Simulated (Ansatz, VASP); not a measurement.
# BN in VASP and in Ansatz

The input INCAR:

```
SYSTEM = BN
  ALGO = Normal
  EDIFF = 1E-7
  ENCUT = 520
  GGA = PE
  ISIF = 2
  ISMEAR = 0
  LASPH = .True.
  LCHARG = .False.
  LREAL = .False.
  LWAVE = .False.
  NBANDS = 11
  NELM = 80
  PREC = Accurate
  SIGMA = 0.1
```

KPOINTS

```
k-points
0
Gamma
  8 8 8
  0 0 0
```

The input POSCAR:

```
BN
1.0
    0.0000000000      1.8075000000      1.8075000000
    1.8075000000      0.0000000000      1.8075000000
    1.8075000000      1.8075000000      0.0000000000
B N
1 1
Direct
    0.0000000000      0.0000000000      0.0000000000
    0.7500000000      0.7500000000      0.7500000000
```

Input for Ansatz:

```yaml
crystal:
  lattice:
    - [0.0, 1.8075, 1.8075]
    - [1.8075, 0.0, 1.8075]
    - [1.8075, 1.8075, 0.0]
  atoms:
    - { symbol: B, position: [0.0, 0.0, 0.0] }
    - { symbol: "N", position: [0.75, 0.75, 0.75] }
basis:
  ecutwfc: 420
kpoints:
  mp_grid: { grid: [8, 8, 8] }
hamiltonian:
  xc: pbe
scf:
  occupations: { method: gaussian, width: 0.1 }
output:
  forces: true
  stress: true
  eigenvalues: true
```

Alike in both runs: task single point; functional PBE; k mesh 8 × 8 × 8; occupations gaussian, width 0.1 eV; no spin polarisation.

|  | VASP | Ansatz |
| --- | --- | --- |
| version | VASP 6.6.1 | Ansatz 0.2.0 |
| potentials or method | VASP PAW PBE potentials, release 64 (B, N) | scalar-relativistic, plane waves, PAW |
| plane-wave cutoff (eV) | 520 | 420 |
| valence electrons in the cell | 8 | 8 |

Ansatz gave:

- gap on the k mesh at the Fermi level (eV): 4.47
- least direct gap on the mesh (eV): 8.83
- pressure (GPa): 3.0

Which values does VASP return?

gap on the k mesh at the Fermi level (eV): 4.46; least direct gap on the mesh (eV): 8.82; pressure (GPa): 3.3.

The functional is the same, so the differences come from potentials, cutoffs and numerics.

A k mesh can miss the band edges. A hybrid or GW would open this gap; PBE tends to underestimate it.
